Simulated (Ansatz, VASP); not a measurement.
## As: VASP beside Ansatz

The input INCAR:

```
SYSTEM = As
PREC = Accurate
ENCUT = 520
EDIFF = 1E-7
ISMEAR = 0
SIGMA = 0.1
LREAL = .FALSE.
LASPH = .TRUE.
NELM = 100
ALGO = Normal
ISIF = 2
LWAVE = .FALSE.
LCHARG = .FALSE.
GGA = PS
NBANDS = 8
```

Contents of KPOINTS:

```
regular mesh
0
G
  18 18 18
  0 0 0
```

POSCAR

```
As
1.0
   -3.7305664771      3.7305664771      1.2345785492
    3.7305664771     -3.7305664771      1.2345785492
    3.7305664771      3.7305664771     -1.2345785492
As
1
Direct
    0.0000000000      0.0000000000      0.0000000000
```

Input for Ansatz:

```yaml
crystal:
  lattice:
    - [-3.7305664771, 3.7305664771, 1.2345785492]
    - [3.7305664771, -3.7305664771, 1.2345785492]
    - [3.7305664771, 3.7305664771, -1.2345785492]
  atoms:
    - { symbol: As, position: [0.0, 0.0, 0.0] }
basis:
  ecutwfc: 420
kpoints:
  mp_grid: { grid: [18, 18, 18] }
hamiltonian:
  xc: pbesol
scf:
  occupations: { method: gaussian, width: 0.1 }
output:
  forces: true
  stress: true
  eigenvalues: true
```

Alike in both runs: task single point; functional PBEsol; k mesh 18 × 18 × 18; occupations gaussian, width 0.1 eV; no spin polarisation.

|  | VASP | Ansatz |
| --- | --- | --- |
| version | VASP 6.6.1 | Ansatz 0.2.0 |
| potentials or method | VASP PAW PBE potentials, release 64 (As) | scalar-relativistic, plane waves, PAW |
| plane-wave cutoff (eV) | 520 | 420 |
| valence electrons in the cell | 5 | 15 |

```tsv
	VASP	Ansatz	Ansatz less VASP
gap on the k mesh at the Fermi level (eV)	none	none	-
pressure (GPa)	-2.5	-2.5	-0.06
largest component of the traceless stress (GPa)	4.47	4.60	+0.124
```

A gap of «none» marks a metal or a gap that the smearing closes. The two sets of potentials don't hold the same shells in valence.

Caveats: the PAW data sets were made with another functional, which shifts forces and pressure a little (VASP).
